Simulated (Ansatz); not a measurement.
# TiC in Ansatz: convergence with xc grid

Input of the first run (xc grid 1); the others differ in this setting and in those tied to it:

Contents of input.yaml:

```yaml
crystal:
  lattice:
    - [0.0, 2.1657188437, 2.1657188437]
    - [2.1657188437, 0.0, 2.1657188437]
    - [2.1657188437, 2.1657188437, 0.0]
  atoms:
    - { symbol: Ti, position: [-0.038261, -0.004073, -0.007894] }
    - { symbol: C, position: [0.515814, 0.452573, 0.513912] }
kpoints:
  mp_grid: { grid: [7, 7, 7] }
scf:
  occupations: { method: fermi_dirac, width: 0.05 }
hamiltonian:
  xc: lda
  pseudopotentials: { kind: all_electron, lapw: { basis_error: 0.001 } }
output:
  forces: true
  stress: true
  eigenvalues: true
basis:
  xc_grid: 1
```

Potentials or basis: all-electron LAPW, scalar-relativistic.

Launch:

```console
$ ansatz run input.yaml --threads 1 --pin off --max-ram 3072MiB --backend cpu --events-out ev --progress --plain --runs-dir out
```

The cell isn't the ideal one: atoms moved at random, drawn with an rms of 0.1 Å.

The cell is a database's computed one.

Hardware: 1 thread of Arm Neoverse V2, on a shared host.

| xc grid | energy less the tightest run, at zero smearing (meV/atom) | SCF cycles | CPU time (s) | peak memory (GiB) |
| --- | --- | --- | --- | --- |
| 1 | 0.00 | 10 | 32 | 0.38 |
| 2 | 0.00 | 10 | 32 | 0.38 |
| 3 | 0.00 | 10 | 32 | 0.39 |
| 4 | 0.00 | 10 | 33 | 0.39 |

Against the tightest run, the energy stays within 1 meV/atom from 1 on. The tightest run that finished is the yardstick and may itself not be fully converged.

Caveat, for the tightest run too: the k mesh is thin for a metal, which can move the energy by tens of meV per atom.
